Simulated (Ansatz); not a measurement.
# linear Te chain under tension and compression, part 2 of 3

Does stretching change the magnetism or the channel count of the linear Te chain?

Ansatz 0.2.0; DFT PBEsol, plane waves, PAW; relaxation of a chain's period (the session's first sound run).

So far, conductance of the lead as this run defines it (G₀): step 3 (At a set period, period over the relaxed period 0.88 …) 3.00.

## 4. At a set period, period over the relaxed period 0.92, k-mesh 1×1×32

Level of this step: DFT PBEsol, plane waves, PAW; channels and complex bands of a perfect chain (Ansatz).

The period is set to 0.92 times the relaxed one: shorter bonds widen the bands.

The cell differs from the one that the last finished run ended in (c 2.397 → 2.506 Å).

input.yaml reads:

```yaml
crystal:
  lattice:
    - [7.5, 0.0, 0.0]
    - [0.0, 7.5, 0.0]
    - [0.0, 0.0, 2.505629193]
  atoms:
    - { symbol: Te, position: [0.5, 0.5, 0.0], spin: 0.3 }
magnetization:
  spin_polarized: true
kpoints:
  mp_grid: { grid: [1, 1, 32] }
scf:
  occupations: { method: fermi_dirac, width: 0.05 }
hamiltonian:
  xc: pbesol
output:
  transmission:
    e_range: [-2, 2]
    de: 0.035
    kmesh: [1, 1]
    reduced_basis: true
    leads: [[0, 0]]
  stress: true
```

Launch:

```
ansatz run input.yaml --threads 4 --pin off --max-ram 8192MiB --backend cpu --events-out ev --progress --plain --runs-dir out
```

Numbers of over 12 decimals in the logs are rounded to 6 here.

Log:

```text
[...]
Crystal: 1 atoms, lattice volume = 140.942 Å³
Basis set: ecut = 420 eV, 2769 PW (Γ)
Bands: 13, of which v1, the nominal top of the filled ones, is band 8 counted from 1 (7 counted from 0)
Symmetry: 16 space group operations
[...]
k-points: 17 of 32
[...]
Starting moments: Σ|m| = 0.3 μB on 1 of 1 site
[...]
--- Transmission ---
  basis      : 497 plane waves across, 4 finite elements along
  points     : 1, standing for a mesh of 1 x 1
[...]
crystal 0  : Te1, at the sites [0, 0], period 2.5056 Å: whole cells are its period
[...]
filled         : 80.4 meV under the level at which it is neutral
    channels       : 3.000000e0 up, 3.000000e0 down
[...]
[key lines of the parts left out:]
SCF converged after 12 iterations
Magnetization: -0.0000 μB (8.0000 up, 8.0000 down)
Free energy (F): -6900.374601 eV
Fermi energy:    -1.552760 eV
P = ⅓ Tr σ = 3.1519 GPa (31.519 kbar)
```

Run time: 67 s. Hardware: 4 threads of Intel Xeon Platinum 8488C (Sapphire Rapids), shared host; peak memory 0.56 GiB; 2.1 min of CPU time.

At the computed energy nearest the Fermi level there are 3 spin-up and 3 spin-down channels, and the thermal average gives 3.00 G₀.

## 5. The chain at a fixed length, period over the relaxed period 0.96, k-mesh 1×1×31

The period is set to 0.96 times the relaxed one: shorter bonds widen the bands.

The cell differs from the one that the last finished run ended in (c 2.506 → 2.615 Å).

Changes to input.yaml since step 4:

```diff
@@ -4,3 +4,3 @@
     - [0.0, 7.5, 0.0]
-    - [0.0, 0.0, 2.505629193]
+    - [0.0, 0.0, 2.6145695927]
   atoms:
@@ -10,3 +10,3 @@
 kpoints:
-  mp_grid: { grid: [1, 1, 32] }
+  mp_grid: { grid: [1, 1, 31] }
 scf:
```

Log:

```text
[...]
Crystal: 1 atoms, lattice volume = 147.070 Å³
Basis set: ecut = 420 eV, 2897 PW (Γ)
Bands: 13, of which v1, the nominal top of the filled ones, is band 8 counted from 1 (7 counted from 0)
Symmetry: 16 space group operations
[...]
k-points: 16 of 31
[...]
Starting moments: Σ|m| = 0.3 μB on 1 of 1 site
[...]
--- Transmission ---
  basis      : 497 plane waves across, 4 finite elements along
  points     : 1, standing for a mesh of 1 x 1
[...]
crystal 0  : Te1, at the sites [0, 0], period 2.6146 Å: whole cells are its period
[...]
filled         : 42.9 meV over the level at which it is neutral
    channels       : 3.000000e0 up, 3.000000e0 down
[...]
[key lines of the parts left out:]
SCF converged after 13 iterations
Magnetization: 0.0000 μB (8.0000 up, 8.0000 down)
Free energy (F): -6900.618210 eV
Fermi energy:    -1.826939 eV
P = ⅓ Tr σ = 1.2717 GPa (12.717 kbar)
```

It took 63 s on 4 threads; peak memory 0.53 GiB; 2 min of CPU time.

At the computed energy nearest the Fermi level there are 3 spin-up and 3 spin-down channels, and the thermal average gives 3.00 G₀.

## 6. The chain at a fixed length, period over the relaxed period 1, k-mesh 1×1×30

The period is set to 1.0 times the relaxed one, as the point of reference.

Changes to input.yaml since step 5:

```diff
@@ -4,3 +4,3 @@
     - [0.0, 7.5, 0.0]
-    - [0.0, 0.0, 2.6145695927]
+    - [0.0, 0.0, 2.7235099924]
   atoms:
@@ -10,3 +10,3 @@
 kpoints:
-  mp_grid: { grid: [1, 1, 31] }
+  mp_grid: { grid: [1, 1, 30] }
 scf:
```

Log:

```text
[...]
Crystal: 1 atoms, lattice volume = 153.197 Å³
Basis set: ecut = 420 eV, 3033 PW (Γ)
Bands: 13, of which v1, the nominal top of the filled ones, is band 8 counted from 1 (7 counted from 0)
Symmetry: 16 space group operations
[...]
k-points: 16 of 30
[...]
Starting moments: Σ|m| = 0.3 μB on 1 of 1 site
[...]
--- Transmission ---
  basis      : 497 plane waves across, 4 finite elements along
  points     : 1, standing for a mesh of 1 x 1
[...]
crystal 0  : Te1, at the sites [0, 0], period 2.7235 Å: whole cells are its period
[...]
filled         : 72.8 meV under the level at which it is neutral
    channels       : 3.000000e0 up, 3.000000e0 down
[...]
[key lines of the parts left out:]
SCF converged after 13 iterations
Magnetization: 0.0000 μB (8.0000 up, 8.0000 down)
Free energy (F): -6900.691077 eV
Fermi energy:    -2.227938 eV
P = ⅓ Tr σ = 0.2797 GPa (2.797 kbar)
```

Wall time 53 s (4 threads); peak memory 0.5 GiB.

The open channels of the lead by energy, zero at the Fermi level:

| energy (eV) | spin up | spin down |
| --- | --- | --- |
| -2.000 | 3 | 3 |
| -1.895 | 3 | 3 |
| -1.790 | 3 | 3 |
| -1.685 | 3 | 3 |
| -1.615 | 3 | 3 |
| -1.510 | 3 | 3 |
| -1.405 | 3 | 3 |
| -1.300 | 3 | 3 |
| -1.195 | 3 | 3 |
| -1.090 | 3 | 3 |
| -0.985 | 3 | 3 |
| -0.915 | 3 | 3 |
| -0.810 | 3 | 3 |
| -0.705 | 3 | 3 |
| -0.600 | 3 | 3 |
| -0.495 | 3 | 3 |
| -0.390 | 3 | 3 |
| -0.285 | 3 | 3 |
| -0.215 | 3 | 3 |
| -0.110 | 3 | 3 |
| -0.005 | 3 | 3 |
| 0.100 | 3 | 3 |
| 0.205 | 3 | 3 |
| 0.310 | 3 | 3 |
| 0.415 | 3 | 3 |
| 0.485 | 3 | 3 |
| 0.590 | 3 | 3 |
| 0.695 | 3 | 3 |
| 0.800 | 3 | 3 |
| 0.905 | 1 | 1 |
| 1.010 | 1 | 1 |
| 1.115 | 1 | 1 |
| 1.185 | 1 | 1 |
| 1.290 | 1 | 1 |
| 1.395 | 1 | 1 |
| 1.500 | 1 | 1 |
| 1.605 | 1 | 1 |
| 1.710 | 1 | 1 |
| 1.815 | 1 | 1 |
| 1.885 | 1 | 1 |

At the computed energy nearest the Fermi level there are 3 spin-up and 3 spin-down channels, and the thermal average gives 3.00 G₀.

## 7. At a set period, period over the relaxed period 1.04, k-mesh 1×1×29

The period is set to 1.04 times the relaxed one: longer bonds narrow the bands.

The cell differs from the one that the last finished run ended in (c 2.724 → 2.832 Å).

Changes to input.yaml since step 6:

```diff
@@ -4,3 +4,3 @@
     - [0.0, 7.5, 0.0]
-    - [0.0, 0.0, 2.7235099924]
+    - [0.0, 0.0, 2.8324503921]
   atoms:
@@ -10,3 +10,3 @@
 kpoints:
-  mp_grid: { grid: [1, 1, 30] }
+  mp_grid: { grid: [1, 1, 29] }
 scf:
```

Log:

```text
[...]
Crystal: 1 atoms, lattice volume = 159.325 Å³
Basis set: ecut = 420 eV, 3129 PW (Γ)
Bands: 13, of which v1, the nominal top of the filled ones, is band 8 counted from 1 (7 counted from 0)
Symmetry: 16 space group operations
[...]
k-points: 15 of 29
[...]
Starting moments: Σ|m| = 0.3 μB on 1 of 1 site
[...]
--- Transmission ---
  basis      : 497 plane waves across, 4 finite elements along
  points     : 1, standing for a mesh of 1 x 1
[...]
crystal 0  : Te1, at the sites [0, 0], period 2.8325 Å: whole cells are its period
[...]
filled         : 38.4 meV over the level at which it is neutral
    channels       : 3.000000e0 up, 3.000000e0 down
[...]
[key lines of the parts left out:]
SCF converged after 13 iterations
Magnetization: 0.0000 μB (8.0000 up, 8.0000 down)
Free energy (F): -6900.653044 eV
Fermi energy:    -2.427546 eV
P = ⅓ Tr σ = -0.6478 GPa (-6.478 kbar)
```

It took 40 s on 4 threads; peak memory 0.43 GiB; 76 s of CPU time.

At the computed energy nearest the Fermi level there are 3 spin-up and 3 spin-down channels, and the thermal average gives 3.00 G₀. The change of length costs 0.039 eV a cell and leaves no moment.

## 8. The chain at a fixed length, period over the relaxed period 1.08, k-mesh 1×1×28

The period is set to 1.08 times the relaxed one: longer bonds narrow the bands.

The cell differs from the one that the last finished run ended in (c 2.832 → 2.941 Å).

Changes to input.yaml since step 7:

```diff
@@ -4,3 +4,3 @@
     - [0.0, 7.5, 0.0]
-    - [0.0, 0.0, 2.8324503921]
+    - [0.0, 0.0, 2.9413907918]
   atoms:
@@ -10,3 +10,3 @@
 kpoints:
-  mp_grid: { grid: [1, 1, 29] }
+  mp_grid: { grid: [1, 1, 28] }
 scf:
```

Log:

```text
[...]
Crystal: 1 atoms, lattice volume = 165.453 Å³
Basis set: ecut = 420 eV, 3265 PW (Γ)
Bands: 13, of which v1, the nominal top of the filled ones, is band 8 counted from 1 (7 counted from 0)
Symmetry: 16 space group operations
[...]
k-points: 15 of 28
[...]
Starting moments: Σ|m| = 0.3 μB on 1 of 1 site
[...]
--- Transmission ---
  basis      : 497 plane waves across, 4 finite elements along
  points     : 1, standing for a mesh of 1 x 1
[...]
crystal 0  : Te1, at the sites [0, 0], period 2.9414 Å: whole cells are its period
[...]
filled         : 45.6 meV under the level at which it is neutral
    channels       : 3.000000e0 up, 3.000000e0 down
[...]
[key lines of the parts left out:]
SCF converged after 14 iterations
Magnetization: -0.0000 μB (8.0000 up, 8.0000 down)
Free energy (F): -6900.544623 eV
Fermi energy:    -2.716041 eV
P = ⅓ Tr σ = -0.9988 GPa (-9.988 kbar)
```

Wall time 40 s (4 threads); peak memory 0.43 GiB; 76 s of CPU time.

At the computed energy nearest the Fermi level there are 3 spin-up and 3 spin-down channels, and the thermal average gives 3.00 G₀. The change of length costs 0.148 eV a cell and leaves no moment.

## 9. At a set period, period over the relaxed period 1.13, k-mesh 1×1×26

The period is set to 1.13 times the relaxed one: longer bonds narrow the bands.

The cell differs from the one that the last finished run ended in (c 2.941 → 3.078 Å).

Changes to input.yaml since step 8:

```diff
@@ -4,3 +4,3 @@
     - [0.0, 7.5, 0.0]
-    - [0.0, 0.0, 2.9413907918]
+    - [0.0, 0.0, 3.0775662915]
   atoms:
@@ -10,3 +10,3 @@
 kpoints:
-  mp_grid: { grid: [1, 1, 28] }
+  mp_grid: { grid: [1, 1, 26] }
 scf:
```

Log:

```text
[...]
Crystal: 1 atoms, lattice volume = 173.113 Å³
Basis set: ecut = 420 eV, 3387 PW (Γ)
Bands: 13, of which v1, the nominal top of the filled ones, is band 8 counted from 1 (7 counted from 0)
Symmetry: 16 space group operations
[...]
k-points: 14 of 26
[...]
Starting moments: Σ|m| = 0.3 μB on 1 of 1 site
[...]
--- Transmission ---
  basis      : 497 plane waves across, 4 finite elements along
  points     : 1, standing for a mesh of 1 x 1
[...]
crystal 0  : Te1, at the sites [0, 0], period 3.0776 Å: whole cells are its period
[...]
filled         : 21.0 meV over the level at which it is neutral
    channels       : 3.000000e0 up, 3.000000e0 down
[...]
[key lines of the parts left out:]
SCF converged after 15 iterations
Magnetization: -0.0000 μB (8.0000 up, 8.0000 down)
Free energy (F): -6900.349110 eV
Fermi energy:    -2.929399 eV
P = ⅓ Tr σ = -1.4117 GPa (-14.117 kbar)
```

Wall time 42 s (4 threads); peak memory 0.46 GiB.

The open channels of the lead by energy, zero at the Fermi level:

```
energy (eV)  spin up  spin down
     -2.000        1          1
     -1.790        1          1
     -1.615        1          1
     -1.405        3          3
     -1.195        3          3
     -0.985        3          3
     -0.810        3          3
     -0.600        3          3
     -0.390        3          3
     -0.215        3          3
     -0.005        3          3
      0.205        3          3
      0.415        3          3
      0.590        1          1
      0.800        1          1
      1.010        1          1
      1.185        1          1
      1.395        1          1
      1.605        1          1
      1.815        1          1
```

At the computed energy nearest the Fermi level there are 3 spin-up and 3 spin-down channels, and the thermal average gives 3.00 G₀. The change of length costs 0.345 eV a cell and leaves no moment.

## 10. At a set period, period over the relaxed period 1.2, k-mesh 1×1×25

The period is set to 1.2 times the relaxed one: longer bonds narrow the bands.

The cell differs from the one that the last finished run ended in (c 3.078 → 3.268 Å).

Changes to input.yaml since step 9:

```diff
@@ -4,3 +4,3 @@
     - [0.0, 7.5, 0.0]
-    - [0.0, 0.0, 3.0775662915]
+    - [0.0, 0.0, 3.2682119909]
   atoms:
@@ -10,3 +10,3 @@
 kpoints:
-  mp_grid: { grid: [1, 1, 26] }
+  mp_grid: { grid: [1, 1, 25] }
 scf:
```

Log:

```text
[...]
Crystal: 1 atoms, lattice volume = 183.837 Å³
Basis set: ecut = 420 eV, 3627 PW (Γ)
Bands: 13, of which v1, the nominal top of the filled ones, is band 8 counted from 1 (7 counted from 0)
Symmetry: 16 space group operations
[...]
k-points: 13 of 25
[...]
Starting moments: Σ|m| = 0.3 μB on 1 of 1 site
[...]
--- Transmission ---
  basis      : 497 plane waves across, 5 finite elements along
  points     : 1, standing for a mesh of 1 x 1
[...]
crystal 0  : Te1, at the sites [0, 0], period 3.2682 Å: whole cells are its period
[...]
filled         : 16.7 meV under the level at which it is neutral
    channels       : 3.000000e0 up, 3.000000e0 down
[...]
[key lines of the parts left out:]
SCF converged after 15 iterations
Magnetization: 0.0000 μB (8.0000 up, 8.0000 down)
Free energy (F): -6900.038851 eV
Fermi energy:    -3.241556 eV
P = ⅓ Tr σ = -1.5129 GPa (-15.129 kbar)
```

Run time: 48 s. Hardware: 4 threads; peak memory 0.47 GiB.

At the computed energy nearest the Fermi level there are 3 spin-up and 3 spin-down channels, and the thermal average gives 3.00 G₀. The change of length costs 0.656 eV a cell and leaves no moment.

## 11. At a set period, period over the relaxed period 1.3, k-mesh 1×1×23

The period is set to 1.3 times the relaxed one: longer bonds narrow the bands.

The cell differs from the one that the last finished run ended in (c 3.268 → 3.541 Å).

Changes to input.yaml since step 10:

```diff
@@ -4,3 +4,3 @@
     - [0.0, 7.5, 0.0]
-    - [0.0, 0.0, 3.2682119909]
+    - [0.0, 0.0, 3.5405629902]
   atoms:
@@ -10,3 +10,3 @@
 kpoints:
-  mp_grid: { grid: [1, 1, 25] }
+  mp_grid: { grid: [1, 1, 23] }
 scf:
```

Log:

```text
[...]
Crystal: 1 atoms, lattice volume = 199.157 Å³
Basis set: ecut = 420 eV, 3891 PW (Γ)
Bands: 13, of which v1, the nominal top of the filled ones, is band 8 counted from 1 (7 counted from 0)
Symmetry: 16 space group operations
[...]
k-points: 12 of 23
[...]
Starting moments: Σ|m| = 0.3 μB on 1 of 1 site
[...]
--- Transmission ---
  basis      : 497 plane waves across, 5 finite elements along
  points     : 1, standing for a mesh of 1 x 1
[...]
crystal 0  : Te1, at the sites [0, 0], period 3.5406 Å: whole cells are its period
[...]
filled         : 14.5 meV over the level at which it is neutral
    channels       : 1.000000e0 up, 3.000000e0 down
[...]
[key lines of the parts left out:]
SCF converged after 20 iterations
Magnetization: 1.2162 μB (8.6081 up, 7.3919 down)
Free energy (F): -6899.641872 eV
Fermi energy:    -3.422741 eV
P = ⅓ Tr σ = -1.1191 GPa (-11.191 kbar)
```

Run time: 46 s. Hardware: 4 threads; peak memory 0.47 GiB.

At the computed energy nearest the Fermi level there are 1 spin-up and 3 spin-down channels, and the thermal average gives 2.00 G₀. The change of length costs 1.051 eV a cell and leaves an absolute moment of 1.22 μB a cell.

For the conductance of the lead as this run defines it, step 3 gave 3.00 G₀; this run, with period over the relaxed period 1.3 and k-mesh 1×1×23, gives 2.00 G₀ (-33 %).

(Continued in part 3 of 3.)

[Logs are printed without paths, hosts, clocks, repeated set-up lines and the standing remarks that a program may print on its own settings, such as how far it seeks lower states.]

[Hosts, paths, dates, database ids (printed as entryN), source tags and the programs' standing remarks are cut or masked in the printed files.]
